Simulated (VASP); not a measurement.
TiH, 2 atoms in the cell. The structure is cubic, space group Fm-3m (No. 225). Conventional cell: a = 4.179 Å, b = 4.179 Å, c = 4.179 Å, α = 90.00°, β = 90.00°, γ = 90.00°. Ti (site symmetry m-3m) has 6 H at 2.09 Å as nearest neighbours. H (site symmetry m-3m) has 6 Ti at 2.09 Å as nearest neighbours. The cell comes from a database or a generator and needn't be the stable form of this composition.

```yaml
Program: VASP 6.6.1
Task: single point
Functional: PBEsol
Potentials_or_basis: VASP PAW PBE potentials, release 64 (Ti_sv, H)
Cutoff: 520 eV
k_mesh: 20 × 20 × 20
Occupations: gaussian, width 0.15 eV
Spin: no spin polarisation
Dipole_correction: no
Further_INCAR_settings: ALGO = Normal; EDIFF = 1e-07; NBANDS = 14
```

Potentials or basis: VASP PAW PBE potentials, release 64 (Ti_sv, H).

Run with:

```console
$ cat potpaw_PBE.64/Ti_sv/POTCAR potpaw_PBE.64/H/POTCAR > POTCAR
$ mpirun -np 1 vasp_std > vasp.out
```

Hardware: 1 thread of AMD EPYC 9R45 (Zen 5) (shared host).

Question: How long does it take, and how much memory?

Answer: Wall time 45 s on 1 thread of AMD EPYC 9R45 (Zen 5), with other jobs on the host, peak memory 0.16 GiB. Counts: scf iterations 15, k points 256.
